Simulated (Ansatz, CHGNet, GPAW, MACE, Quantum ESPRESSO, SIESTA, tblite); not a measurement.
# Which run comes nearest? AlP(100) slab, H on both faces (108 atoms)

The cell holds 108 atoms: 36 Al, 36 P and 36 H. Cell: a = 11.589 Å, b = 11.589 Å, c = 21.292 Å, α = 90.0°, β = 90.0°, γ = 90.0°. It derives from AlP (zinc-blende). Zinc-blende AlP (a = 5.463 Å), (100) slab of 8 atomic planes, 3 x 3 surface cells, H on the broken bonds of both faces, 10 Å of vacuum; displaced by a Gaussian of 0.02 Å. Then every atom was moved at random, 0.03 Å r.m.s. a Cartesian component (hydrogen 0.6 of that). Regions: slab, 72 atoms (36 Al and 36 P); hydrogen, 36 atoms (36 H). Vacuum lies along c.

Geometry: as built.

The reference, a calculation:

| Quantity | Value |
| --- | --- |
| method | Kohn-Sham DFT, PBE, SSSP efficiency 1.3.0 pseudopotentials, plane waves (Quantum ESPRESSO 7.5); sssp-pbe-1.3.0-efficiency, cutoffs 45/360 Ry, Γ point |
| r.m.s. force component | 0.6466 eV/Å |
| longest force | 3.713 eV/Å |
| time | 7.6 min on 4 MPI ranks of Arm Neoverse V2, shared host |
| CPU time | 30 min |

**Question.** The same geometry is run in other programs. How far does each lie from the reference, and what does it cost?
- GPAW LDA, LCAO dzp, h 0.2 Å (GPAW 26.7.0; 1 thread)
- GPAW PBE, LCAO sz(dzp), h 0.2 Å (GPAW 26.7.0; 1 thread)
- CHGNet 0.3.0 potential (CHGNet 0.3.0; 1 thread)
- MACE MP-0b3 medium potential (MACE MP-0b3 medium; 1 thread)
- GPAW PBE, LCAO dzp, h 0.2 Å (GPAW 26.7.0; 1 thread)
- GPAW PBE, LCAO dzp, h 0.16 Å (GPAW 26.7.0; 2 MPI ranks)
- tblite GFN1-xTB (tblite 0.8.0; 1 thread)

Differences are against the plane-wave reference, forces as r.m.s. over components; share is that over the reference's r.m.s. force, slope the least-squares factor from reference forces to these. Total energies of different programs have different zeros and aren't compared.

```csv
run,"Δ force, r.m.s. (meV/Å)",share (%),slope,cores,CPU time,memory (GiB)
reference,-,-,-,4,30 min,6.7
"GPAW LDA, LCAO dzp, h 0.2 Å",167,25.9,1.085,1,5 min,1.9
"GPAW PBE, LCAO sz(dzp), h 0.2 Å (coarse)",818,127,1.505,1,93 s,1.5
CHGNet 0.3.0 potential,458,70.8,0.515,1,3.2 s,0.84
MACE MP-0b3 medium potential,253,39.2,0.824,1,8.1 s,0.97
"GPAW PBE, LCAO dzp, h 0.2 Å",108,16.7,1.075,1,5.3 min,1.9
"GPAW PBE, LCAO dzp, h 0.16 Å",107,16.6,1.074,2,9.9 min,4.0
tblite GFN1-xTB,621,96.0,0.762,1,7.5 s,0.16
```

Rows marked coarse were listed beforehand as settings not expected to be converged; some can still land near the reference.

Times of the machine-learned potentials are mostly Python's start and the loading of weights.

CPU time is summed over cores on a shared host, where runs went side by side, so it is rough. Symmetry, cutoffs, thresholds, outputs and thread counts weren't matched or tuned between programs; memory under MPI is the largest rank's times the ranks.

The PBE runs in local orbitals, coarse settings apart, differ by 17 % in each run; basis, grid and potentials can all enter. Tight binding differs by 96 % (tblite GFN1-xTB); it is another model, with fitted parameters of its own, and the xTB methods hold dispersion. Machine-learned potentials differ by 39 % (MACE MP-0b3 medium potential) to 71 % (CHGNet 0.3.0 potential); they were trained on other programs' data. Among those trained on PBE data the slope goes as low as 0.52, with a correlation of 0.71, so directions differ as well as sizes. Rows with another functional or a dispersion term differ by 26 % (GPAW LDA, LCAO dzp, h 0.2 Å), which mixes the change of model with differences of basis and potentials. Periodic xTB results under one method name differ between programs and library versions. Machine-learned potentials mimic data converged in k, so the reference's own k-point error enters their differences. Caps of real hydrogen don't mimic the fractional bonds of a polar compound, so surface states and strained caps may belong to the model. The electronic-structure runs sample only Γ, in a cell whose shortest periodic width is 12 Å, which is coarse for a cell with partly filled levels.

[Logs are printed without paths, hosts, clocks, repeated set-up lines and the standing remarks that a program may print on its own settings, such as how far it seeks lower states.]

[Hosts, paths, dates, database ids (printed as entryN), source tags and the programs' standing remarks are cut or masked in the printed files.]
